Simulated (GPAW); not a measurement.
# GaP (F-43m) in GPAW: notebook, part 2 of 2

GPAW 26.7.0. The steps go on from the part before.

**4. Band structure, PBE**

run.py reads:

```python
from ase.dft.bandgap import bandgap
from ase.io import write
from ase.spacegroup import crystal
from gpaw import GPAW

# Ga 4a
# P 4c
atoms = crystal(['Ga', 'P'],
                basis=[[0.0, 0.0, 0.0],
                       [0.25, 0.25, 0.25]],
                spacegroup=216, setting=1,  # F-43m
                cellpar=[5.4505, 5.4505, 5.4505, 90.0, 90.0, 90.0],
                primitive_cell=True)

calc = GPAW(mode='lcao',
            h=0.16,
            basis='dz(dzp)',
            xc='PBE',
            kpts={'size': (8, 8, 8), 'gamma': True},
            occupations={'name': 'fermi-dirac', 'width': 0.05},
            convergence={'density': 1e-05, 'energy': 1e-05},
            maxiter=150,
            txt='gpaw.txt')
atoms.calc = calc
energy = atoms.get_potential_energy()
forces = atoms.get_forces()
calc.write('gs.gpw')
write('result.traj', atoms)
print(f'Energy: {energy:.6f} eV')
print('Forces (eV/A):')
print(forces.round(4))
print('Fermi level:', round(calc.get_fermi_level(), 4), 'eV')
print(f'Gap: {bandgap(calc)[0]:.4f} eV, direct: {bandgap(calc, direct=True)[0]:.4f} eV')

path = atoms.cell.bandpath('GXWKGLUWLK,UX', npoints=60, eps=1e-4)
bs_calc = calc.fixed_density(kpts=path, symmetry='off', txt='bands.txt')
bs = bs_calc.band_structure()
bs.write('bs.json')
print(f'Gap on the path: {bandgap(bs_calc)[0]:.4f} eV')
```

Potentials or basis: GPAW PAW data sets (gpaw-data 1.2.1), lcao:dz(dzp).

Run with:

```console
$ OMP_NUM_THREADS=1 python run.py
```

Wall time 32 s (1 thread of Arm Neoverse V1, shared host); peak memory 0.17 GiB.

The run converged, but some of its settings lie outside the range that counts as converged, so its numbers aren't taken as properties of the crystal.

Results:

```
Free energy             : -8.4990 eV
Band gap on the k mesh  : 1.83 eV, direct
Band gap along the path : 1.83 eV, direct
```

Caveat: the real-space grid adds noise to forces; the basis of atomic orbitals isn't converged, which shifts pressures, moduli and gaps.

**5. Band structure, PBE**

run.py: that of step 4 with these lines changed.

```diff
@@ -1,18 +1,15 @@
+import spglib
+from ase import Atoms
 from ase.dft.bandgap import bandgap
-from ase.io import write
-from ase.spacegroup import crystal
+from ase.io import read, write
 from gpaw import GPAW
 
-# Ga 4a
-# P 4c
-atoms = crystal(['Ga', 'P'],
-                basis=[[0.0, 0.0, 0.0],
-                       [0.25, 0.25, 0.25]],
-                spacegroup=216, setting=1,  # F-43m
-                cellpar=[5.4505, 5.4505, 5.4505, 90.0, 90.0, 90.0],
-                primitive_cell=True)
+atoms = read('GaP.cif')
+cell, positions, numbers = spglib.find_primitive(
+    (atoms.cell[:], atoms.get_scaled_positions(), atoms.numbers), symprec=1e-4)
+atoms = Atoms(numbers, cell=cell, scaled_positions=positions, pbc=True)
 
 calc = GPAW(mode='lcao',
-            h=0.16,
-            basis='dz(dzp)',
+            h=0.2,
+            basis='szp(dzp)',
             xc='PBE',
```

GaP.cif reads:

```cif
data_GaP
_cell_length_a 5.45050000
_cell_length_b 5.45050000
_cell_length_c 5.45050000
_cell_angle_alpha 90.00000000
_cell_angle_beta 90.00000000
_cell_angle_gamma 90.00000000
_space_group_name_H-M_alt 'F-43m'
_space_group_name_Hall 'F -4 2 3'
_space_group_IT_number 216
loop_
_space_group_symop_operation_xyz
'x,y,z'
'y,-x,-z'
'-x,-y,z'
'-y,x,-z'
'x,-y,-z'
'y,x,z'
'-x,y,-z'
'-y,-x,z'
'z,x,y'
'-z,y,-x'
'z,-x,-y'
'-z,-y,x'
'-z,x,-y'
'z,y,x'
'-z,-x,y'
'z,-y,-x'
'y,z,x'
'-x,-z,y'
'-y,z,-x'
'x,-z,-y'
'-y,-z,x'
'x,z,y'
'y,-z,-x'
'-x,z,-y'
'x,y+1/2,z+1/2'
'y,-x+1/2,-z+1/2'
'-x,-y+1/2,z+1/2'
'-y,x+1/2,-z+1/2'
'x,-y+1/2,-z+1/2'
'y,x+1/2,z+1/2'
'-x,y+1/2,-z+1/2'
'-y,-x+1/2,z+1/2'
'z,x+1/2,y+1/2'
'-z,y+1/2,-x+1/2'
'z,-x+1/2,-y+1/2'
'-z,-y+1/2,x+1/2'
'-z,x+1/2,-y+1/2'
'z,y+1/2,x+1/2'
'-z,-x+1/2,y+1/2'
'z,-y+1/2,-x+1/2'
'y,z+1/2,x+1/2'
'-x,-z+1/2,y+1/2'
'-y,z+1/2,-x+1/2'
'x,-z+1/2,-y+1/2'
'-y,-z+1/2,x+1/2'
'x,z+1/2,y+1/2'
'y,-z+1/2,-x+1/2'
'-x,z+1/2,-y+1/2'
'x+1/2,y,z+1/2'
'y+1/2,-x,-z+1/2'
'-x+1/2,-y,z+1/2'
'-y+1/2,x,-z+1/2'
'x+1/2,-y,-z+1/2'
'y+1/2,x,z+1/2'
'-x+1/2,y,-z+1/2'
'-y+1/2,-x,z+1/2'
'z+1/2,x,y+1/2'
'-z+1/2,y,-x+1/2'
'z+1/2,-x,-y+1/2'
'-z+1/2,-y,x+1/2'
'-z+1/2,x,-y+1/2'
'z+1/2,y,x+1/2'
'-z+1/2,-x,y+1/2'
'z+1/2,-y,-x+1/2'
'y+1/2,z,x+1/2'
'-x+1/2,-z,y+1/2'
'-y+1/2,z,-x+1/2'
'x+1/2,-z,-y+1/2'
'-y+1/2,-z,x+1/2'
'x+1/2,z,y+1/2'
'y+1/2,-z,-x+1/2'
'-x+1/2,z,-y+1/2'
'x+1/2,y+1/2,z'
'y+1/2,-x+1/2,-z'
'-x+1/2,-y+1/2,z'
'-y+1/2,x+1/2,-z'
'x+1/2,-y+1/2,-z'
'y+1/2,x+1/2,z'
'-x+1/2,y+1/2,-z'
'-y+1/2,-x+1/2,z'
'z+1/2,x+1/2,y'
'-z+1/2,y+1/2,-x'
'z+1/2,-x+1/2,-y'
'-z+1/2,-y+1/2,x'
'-z+1/2,x+1/2,-y'
'z+1/2,y+1/2,x'
'-z+1/2,-x+1/2,y'
'z+1/2,-y+1/2,-x'
'y+1/2,z+1/2,x'
'-x+1/2,-z+1/2,y'
'-y+1/2,z+1/2,-x'
'x+1/2,-z+1/2,-y'
'-y+1/2,-z+1/2,x'
'x+1/2,z+1/2,y'
'y+1/2,-z+1/2,-x'
'-x+1/2,z+1/2,-y'
loop_
_atom_site_label
_atom_site_type_symbol
_atom_site_symmetry_multiplicity
_atom_site_Wyckoff_symbol
_atom_site_fract_x
_atom_site_fract_y
_atom_site_fract_z
_atom_site_occupancy
Ga1 Ga 4 a 0.0000000000 0.0000000000 0.0000000000 1
P1 P 4 c 0.2500000000 0.2500000000 0.2500000000 1
```

Potentials or basis: GPAW PAW data sets (gpaw-data 1.2.1), lcao:szp(dzp).

Run with:

```console
$ OMP_NUM_THREADS=1 python run.py
```

It took 47 s on 1 thread of Arm Neoverse V1, shared host; peak memory 0.15 GiB.

The run converged, but some of its settings lie outside the range that counts as converged, so its numbers aren't taken as properties of the crystal.

Results:

- Free energy: -8.4530 eV
- Band gap on the k mesh: 1.83 eV, indirect (least direct gap 1.91 eV)
- Band gap along the path: 1.83 eV, indirect (least direct gap 1.91 eV)

Caveat: the real-space grid adds noise to forces; the basis of atomic orbitals isn't converged, which shifts pressures, moduli and gaps.

**6. Equation of state, PBE**

run.py reads:

```python
from ase.eos import EquationOfState
from ase.io import Trajectory, read
from ase.units import GPa
from gpaw import GPAW

atoms = read('POSCAR')

traj = Trajectory('eos.traj', 'w')
volumes, energies = [], []
for x in [0.94, 0.96, 0.98, 1.0, 1.02, 1.04, 1.06]:
    a = atoms.copy()
    a.set_cell(atoms.cell * x**(1 / 3), scale_atoms=True)
    calc = GPAW(mode='lcao',
                h=0.18,
                basis='dz(dzp)',
                xc='PBE',
                kpts={'size': (8, 8, 8), 'gamma': True},
                occupations={'name': 'fermi-dirac', 'width': 0.05},
                convergence={'density': 1e-05, 'energy': 1e-05},
                maxiter=150,
                txt=f'eos-{x:.2f}.txt')
    a.calc = calc
    energies.append(a.get_potential_energy(force_consistent=True))
    volumes.append(a.get_volume())
    calc.write(f'eos-{x:.2f}.gpw')
    traj.write(a)
    print(f'{x:.2f} {volumes[-1]:10.4f} A^3 {energies[-1]:14.6f} eV', flush=True)

v0, e0, B = EquationOfState(volumes, energies, eos='birchmurnaghan').fit()
print(f'V0 = {v0:.4f} A^3, E0 = {e0:.6f} eV, B0 = {B / GPa:.2f} GPa')
```

POSCAR reads:

```
GaP
1.0
    0.0000000000      2.7252500000      2.7252500000
    2.7252500000      0.0000000000      2.7252500000
    2.7252500000      2.7252500000      0.0000000000
Ga P
1 1
Direct
    0.0000000000      0.0000000000      0.0000000000
    0.7500000000      0.7500000000      0.7500000000
```

Potentials or basis: GPAW PAW data sets (gpaw-data 1.2.1), lcao:dz(dzp).

Run with:

```console
$ OMP_NUM_THREADS=1 python run.py
```

It took 57 s on 1 thread of Arm Neoverse V2, shared host; peak memory 0.2 GiB.

These settings aren't checked as converged: the numbers below hold their error.

Results:

| Item | Value |
| --- | --- |
| Equilibrium volume | 21.78 Å³/atom (rough: see the caveat) |
| Bulk modulus | 75 GPa (rough) |

Caveat: the data sets keep Ga 3d, Li 1s and Be 1s frozen, and some such compounds lay over 1.5 % in volume off other programs; the real-space grid adds noise to forces; the minimum lies outside the volumes run; the basis of atomic orbitals isn't converged, which shifts pressures, moduli and gaps.

**7. Comparison with measurements**

Step 2. Measured bulk modulus of GaP: 87.5 GPa (“Phosphorous dimerization in GaP at high pressure”, 2017, arxiv:1709.06667). This calculation gives 93 GPa (+6.1 %). The fit is for a static lattice scaled at fixed shape and fixed fractional positions.

Step 3. Against the measured bulk modulus of GaP, 87.5 GPa (“Phosphorous dimerization in GaP at high pressure”, 2017, arxiv:1709.06667), the calculated 79 GPa is off by -9.5 %. The fit is for a static lattice scaled at fixed shape and fixed fractional positions.
